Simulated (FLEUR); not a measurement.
P: equation of state with LDA exchange alone (X-alpha)

P:

```
P
1.0
     1.64774   -5.46504    0.00000
     1.64774    5.46504    0.00000
     0.00000    0.00000    4.54364
P
4
Direct
  0.90414 0.09586 0.58882
  0.09586 0.90414 0.41118
  0.59586 0.40414 0.08882
  0.40414 0.59586 0.91118
```

* Program: FLEUR MaX-R8.1 (patched build s14)
* Task: equation of state
* Functional: LDA exchange alone (X-alpha)
* Potentials or basis: all-electron
* Basis: FLAPW
* Kmax: 4.44 1/bohr
* k mesh: 8 × 8 × 6
* Occupations: fermi-dirac, width 0.05 eV
* Spin: no spin polarisation
* Gmax: 13.8 1/bohr
* Muffin-tin radii: P 1.87 bohr
* lmax: P 8
* Local orbitals a species: P 4

```
Equilibrium volume                        : 21.27 Å³/atom
Bulk modulus at fixed shape and positions : 67 GPa
```

Energy against volume, from the lowest point:
```csv
volume (Å³/atom),energy (meV/atom)
19.230,48.80
19.639,30.00
20.458,6.87
21.276,0.00
21.685,1.66
```

Caveat: the plane-wave cutoff is short for the semicore states, which can make moduli rough; the cell was scaled at fixed shape and fractional positions, which overstates the stiffness of a crystal with free parameters, most of all of layers and chains.
